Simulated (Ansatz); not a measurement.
The system is Te2Mo.

```
Te Mo
1.0
     3.51820    0.00000    0.00000
    -1.75910    3.04685    0.00000
     0.00000    0.00000   13.97360
Te Mo
4 2
Direct
  0.66667 0.33333 0.37900
  0.33333 0.66667 0.87900
  0.66667 0.33333 0.12100
  0.33333 0.66667 0.62100
  0.66667 0.33333 0.75000
  0.33333 0.66667 0.25000
```

Base run:

```yaml
Program: Ansatz 0.2.0
Functional: BLYP
Potentials_or_basis: Ansatz PAW
Cutoff: "420 eV (not typed: the program's choice for these potentials)"
k_mesh: 9 × 9 × 2
Occupations: fermi-dirac, width 0.05 eV
Spin: no spin polarisation
```

Its results: band gap on the k mesh 0.82 eV, indirect (least direct gap 1.04 eV); pressure 9.1 GPa; largest force 0.460 eV/Å.

Task: After a change of settings the same cell gave: band gap on the k mesh 0.76 eV, indirect (least direct gap 1.03 eV); pressure -3.0 GPa; largest force 0.293 eV/Å. Which change was it?
A. functional from BLYP to RPBE
B. functional from BLYP to r2SCAN; cutoff from 420 eV (not typed: the program's choice for these potentials) to 500 eV (not typed: the program's choice for these potentials)
C. functional from BLYP to LDA
D. functional from BLYP to revPBE

Result: C.

LDA binds more tightly than BLYP, so the same cell stands under less pressure.

Caveats: the k mesh misses the band edges, so the gap on the mesh is wider than the one along the path; spin-orbit coupling is left out, which moves the levels of the heavy elements; the PAW data sets come from PBE, with cores solved anew for the run's functional, which leaves a small shift of forces and pressure; this functional lacks dispersion, which binds the layers, so the pressure and a relaxed spacing across them are unreliable (some runs).

Runs at the PBE level aren't shown here.
